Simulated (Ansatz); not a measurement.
Input and command of a calculation in Ansatz (plane waves; scalar-relativistic PAW potentials unless the input names others):

```yaml
crystal:
  lattice:
    - [3.7026986699, 0.0, 0.0]
    - [-1.8513493349, 3.2066311107, 0.0]
    - [0.0, 0.0, 6.9446861427]
  atoms:
    - { symbol: Sn, position: [0.0, 0.0, 0.0] }
    - { symbol: S, position: [0.3333333333, 0.6666666667, 0.2128370258] }
    - { symbol: S, position: [0.6666666667, 0.3333333333, 0.7871629742] }
basis:
  ecutwfc: 420
kpoints:
  mp_grid: { grid: [12, 12, 6] }
hamiltonian:
  xc: pbe
scf:
  occupations: { method: gaussian, width: 0.02 }
  mixing: { algorithm: broyden, beta: 1.0, ndim: 1, preconditioner: none }
  max_iter: 80
output:
  forces: true
  eigenvalues: true
  stress: true
```

```bash
ansatz run input.yaml --threads 1 --pin off --max-ram 2560MiB --backend cpu --events-out ev --progress --plain --runs-dir out
```

Abridged log:
```
Basis set: ecut = 420 eV, 1607 PW (Γ), exchange–correlation on 50×50×96 points (8 copies of the dense FFT grid, shifted against one another)
Bands: 17, of which v1, the nominal top of the filled ones, is band 13 counted from 1 (12 counted from 0)
Symmetry: 12 space group operations
k-points: 100 of 864
SCF iter   1: F=—  HF=-7829.485737 eV  |F-HF|=—  |Δ(HF+E_count)|=         —  Δρ=1.38e-3  dr2=2.17e-3  ethr=1.77e-3  ⟨swp⟩=6.5  Hψ=10257  notcnv=0
SCF iter   2: F=—  HF=-7829.487186 eV  |F-HF|=—  |Δ(HF+E_count)|=   1.45e-3  Δρ=1.31e-3  dr2=7.22e-3  ethr=8.36e-6  ⟨swp⟩=3.6  Hψ=4908  notcnv=0  κ⁻¹=1.0e0(r=1)
SCF iter   3: F=—  HF=-7829.485313 eV  |F-HF|=—  |Δ(HF+E_count)|=   1.87e-3  Δρ=4.01e-4  dr2=2.82e-4  ethr=8.36e-6  ⟨swp⟩=2.8  Hψ=2834  notcnv=0  κ⁻¹=1.0e0(r=1)
SCF iter   4: F=—  HF=-7829.485290 eV  |F-HF|=—  |Δ(HF+E_count)|=   2.28e-5  Δρ=3.46e-4  dr2=1.67e-4  ethr=1.08e-6  ⟨swp⟩=3.0  Hψ=3265  notcnv=0  κ⁻¹=1.0e0(r=1)
SCF iter   5: F=—  HF=-7829.485246 eV  |F-HF|=—  |Δ(HF+E_count)|=   4.36e-5  Δρ=1.41e-4  dr2=6.19e-5  ethr=6.42e-7  ⟨swp⟩=2.1  Hψ=2538  notcnv=0  κ⁻¹=1.0e0(r=1)
SCF iter   6: F=—  HF=-7829.485300 eV  |F-HF|=—  |Δ(HF+E_count)|=   5.39e-5  Δρ=2.78e-4  dr2=2.73e-4  ethr=2.38e-7  ⟨swp⟩=3.1  Hψ=3508  notcnv=0  κ⁻¹=1.0e0(r=1)
SCF iter   7: F=—  HF=-7829.485234 eV  |F-HF|=—  |Δ(HF+E_count)|=   6.64e-5  Δρ=9.28e-5  dr2=1.19e-5  ethr=2.38e-7  ⟨swp⟩=2.9  Hψ=3383  notcnv=0  κ⁻¹=1.0e0(r=1)
SCF iter   8: F=—  HF=-7829.485234 eV  |F-HF|=—  |Δ(HF+E_count)|=   2.74e-7  Δρ=8.90e-5  dr2=1.31e-5  ethr=4.57e-8  ⟨swp⟩=2.0  Hψ=3000  notcnv=0  κ⁻¹=1.0e0(r=1)
   ...
SCF iter  10: F=—  HF=-7829.485233 eV  |F-HF|=—  |Δ(HF+E_count)|=   1.10e-6  Δρ=7.53e-5  dr2=1.20e-5  ethr=3.87e-8  ⟨swp⟩=2.2  Hψ=2938  notcnv=0  κ⁻¹=1.0e0(r=1)
SCF iter  11: F=—  HF=-7829.485230 eV  |F-HF|=—  |Δ(HF+E_count)|=   3.24e-6  Δρ=2.68e-5  dr2=1.33e-6  ethr=3.87e-8  ⟨swp⟩=2.9  Hψ=2987  notcnv=0  κ⁻¹=1.0e0(r=1)
SCF iter  12: F=—  HF=-7829.485230 eV  |F-HF|=—  |Δ(HF+E_count)|=   8.58e-7  Δρ=3.66e-5  dr2=4.88e-6  ethr=5.12e-9  ⟨swp⟩=3.4  Hψ=3766  notcnv=0  κ⁻¹=1.0e0(r=1)
SCF iter  13: F=—  HF=-7829.485229 eV  |F-HF|=—  |Δ(HF+E_count)|=   1.10e-6  Δρ=1.90e-5  dr2=7.37e-7  ethr=5.12e-9  ⟨swp⟩=2.7  Hψ=2869  notcnv=0  κ⁻¹=1.0e0(r=1)
SCF iter  14: F=—  HF=-7829.485229 eV  |F-HF|=—  |Δ(HF+E_count)|=   4.39e-8  Δρ=1.87e-5  dr2=4.76e-7  ethr=2.83e-9  ⟨swp⟩=2.0  Hψ=3003  notcnv=0  κ⁻¹=1.0e0(r=1)
SCF iter  15: F=—  HF=-7829.485229 eV  |F-HF|=—  |Δ(HF+E_count)|=   1.16e-7  Δρ=8.60e-6  dr2=2.68e-7  ethr=1.83e-9  ⟨swp⟩=2.8  Hψ=2983  notcnv=0  κ⁻¹=1.0e0(r=1)
SCF iter  16: F=—  HF=-7829.485229 eV  |F-HF|=—  |Δ(HF+E_count)|=   1.85e-7  Δρ=1.72e-5  dr2=9.64e-7  ethr=1.03e-9  ⟨swp⟩=3.1  Hψ=3635  notcnv=0  κ⁻¹=1.0e0(r=1)
SCF iter  17: F=-7829.485229 eV  HF=-7829.485229 eV  |F-HF|=4.03e-8  |Δ(HF+E_count)|=   2.40e-7  Δρ=5.75e-6  dr2=4.43e-8  ethr=3.85e-10  ⟨swp⟩=3.3  Hψ=7315  notcnv=0
SCF 1 converged in 17 iterations: F = -7829.485229 eV  dr2 = 4.43e-8
SCF converged after 17 iterations
Stability not checked: this state was not tested for a lower state beside it, because the mixer in use, unlike msr1, does not test its closes by its own steps (another_mixer; see scf.mixing.algorithm and scf.lower_state_search)
Free energy (F): -7829.485229 eV
Harris-Foulkes:  -7829.485229 eV  (|F-HF|=4.03e-8)
Internal energy: -7829.485229 eV  (E = F + TS)
E sigma→0 (E₀):  -7829.485229 eV
Fermi energy:    4.777614 eV
--- Forces (eV/Å), atoms counted from 1 ---
  atom   1  Sn     0.00000000     0.00000000     0.00000000
  atom   2  S      0.00000000     0.00000000    -0.00045550
  atom   3  S      0.00000000     0.00000000     0.00045550
--- Stress (GPa, compression-positive) ---
       -0.007543       0.000000       0.000000
        0.000000      -0.007543       0.000000
        0.000000       0.000000       0.009404
  P = ⅓ Tr σ = -0.0019 GPa (-0.019 kbar)
```

One setting here is unusual or wrong in general: mixing far too strong (scf.mixing: not typed → {"algorithm": "broyden", "beta": 1.0, "ndim": 1, "preconditioner": "none"}). For this cell it did little harm to the result: the run converged in 17 SCF iterations with an energy at zero smearing within 0.01 meV/atom of the reference's, pressure 0.00 GPa, largest force 0.000 eV/Å, gap on the mesh 1.54 eV. A reference run on usual settings, whose relaxation ended at this geometry, converged, and the end of its own relaxation has pressure 0.00 GPa, largest force 0.000 eV/Å, gap on the mesh 1.54 eV.

It took 14 s on 1 thread of Arm Neoverse V1 (shared host), peak memory 0.38 GiB.